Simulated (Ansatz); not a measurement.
# Ge: energy along a strain

Ge, Fd-3m, a = 5.676 Å. Ansatz: PBEsol, PAW, 420 eV, Γ-centred 18×18×18 mesh on 2 atoms, Gaussian smearing 0.15 eV; no spin polarisation. Cell vectors (Å): 0.000 2.838 2.838; 2.838 0.000 2.838; 2.838 2.838 0.000. The cell is strained by x per cent times the pattern (0 0 1 0 0 0) in the order xx yy zz yz xz xy (engineering shears), with fractional coordinates held. y is the free energy over the start, V0 = 22.855 Å³/atom. Points with a strain past 8.5 % were computed too (5) and aren't used here.

```tsv
x (%)	y (meV/atom)
-7.50	?
-3.75	11.94
0.00	0.00
3.75	10.97
7.50	42.03
```

Task: Fit y = c2 x² + c3 x³ to the other rows, get the stiffness along the pattern, and predict the missing energy.

Result: Least squares on the rows shown. y = 0.81489 x² − 0.0090305 x³. The clamped-ion stiffness p·C·p = 2 × 8.149 eV × 160.2 / 22.855 Å³ = 114 GPa, which is C33 in these axes (C11 of the cubic crystal). At x = -7.50 the fit asked for gives 49.65 meV/atom. The run gave 48.72 meV/atom, so the fit is 0.93 meV/atom too high, 1.9 % of the span of the series, against an rms of 0.008 meV/atom on the fitted rows. The row lies outside the fitted range. With a term in x⁴ added, a fit to the same known rows (none to spare) predicts 49.79 meV/atom, no real gain.

Cost: 10 runs of about 3.3 core-minutes in all, on Arm Neoverse V2 (shared hosts).